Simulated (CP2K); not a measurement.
## AlCu: band structure with r2SCAN

AlCu:

```
Cu Al
1.0
     2.99751    0.00000    0.00000
     0.00000    2.99751    0.00000
     0.00000    0.00000    2.99751
Cu Al
1 1
Cartesian
  1.4988 1.4988 1.4988
  0.0000 0.0000 0.0000
```

The cell comes from a database or a generator and needn't be the stable form of this composition.

```json
{
  "Program": "CP2K 2026.2",
  "Task": "band structure",
  "Functional": "r2SCAN",
  "Potentials or basis": "POTENTIAL_UZH Cu GTH-SCAN-q11, Al GTH-SCAN-q3; TZVP-MOLOPT-SCAN-GTH basis",
  "Density cutoff": "9184 eV",
  "k mesh": "9 × 9 × 9",
  "Occupations": "fermi-dirac, width 0.0259 eV",
  "Spin": "no spin polarisation",
  "SCF solver": "diagonalisation with k points",
  "Quickstep method": "GPW",
  "EPS_DEFAULT": "1.0E-9",
  "EPS_SCF": "1.0E-6",
  "MAX_SCF": "100",
  "SCF_GUESS": "ATOMIC",
  "k points reduced by the point group": "yes",
  "Mesh centred on Gamma": "yes",
  "CHOLESKY": "OFF",
  "EPS_EIGVAL": "1.0E-7",
  "MIXING METHOD": "BROYDEN_MIXING",
  "MIXING ALPHA": "0.4",
  "NBUFFER": "8",
  "NGRIDS": "5",
  "Basis sets": "Cu TZVP-MOLOPT-SCAN-GTH-q11, Al TZVP-MOLOPT-SCAN-GTH-q3",
  "Potentials": "Cu GTH-SCAN-q11 of POTENTIAL_UZH, Al GTH-SCAN-q3 of POTENTIAL_UZH",
  "ADDED_MOS": "[13]",
  "Points a segment of the path (NPOINTS)": "8",
  "Bands added on the path": "4",
  "REL_CUTOFF (Ry)": "60 Ry",
  "MIXING BETA (1/bohr)": "1.5 1/bohr",
  "CUTOFF of the grids": "675 Ry"
}
```

| Property | Result |
| --- | --- |
| Pressure | -5.7 GPa |
| Band gap on the k mesh | none (metal or under the smearing width) |
| Mulliken charges | Cu -0.19; Al +0.19 e |

Levels at the corners of the path, in eV from the Fermi level:
```tsv
point	band 5	band 6	band 7	band 8	band 9	band 10
Γ	-3.65	-3.65	4.05	4.05	4.05	7.73
X	-4.14	-3.59	-3.22	8.52	8.66	8.66
M	-4.01	-4.01	-3.58	-0.80	0.21	10.67
Γ	-3.65	-3.65	4.05	4.05	4.05	7.73
R	-3.56	0.82	0.82	0.82	2.20	2.49
X	-4.14	-3.59	-3.22	8.52	8.66	8.66
M	-4.01	-4.01	-3.58	-0.80	0.21	10.67
R	-3.56	0.82	0.82	0.82	2.20	2.49
```

It took 2 min on 1 thread of Arm Neoverse V2 (shared host), peak memory 0.34 GiB.

Caveat: Mulliken charges move with the basis; the basis of atomic orbitals isn't converged, which shifts pressures, moduli and gaps.
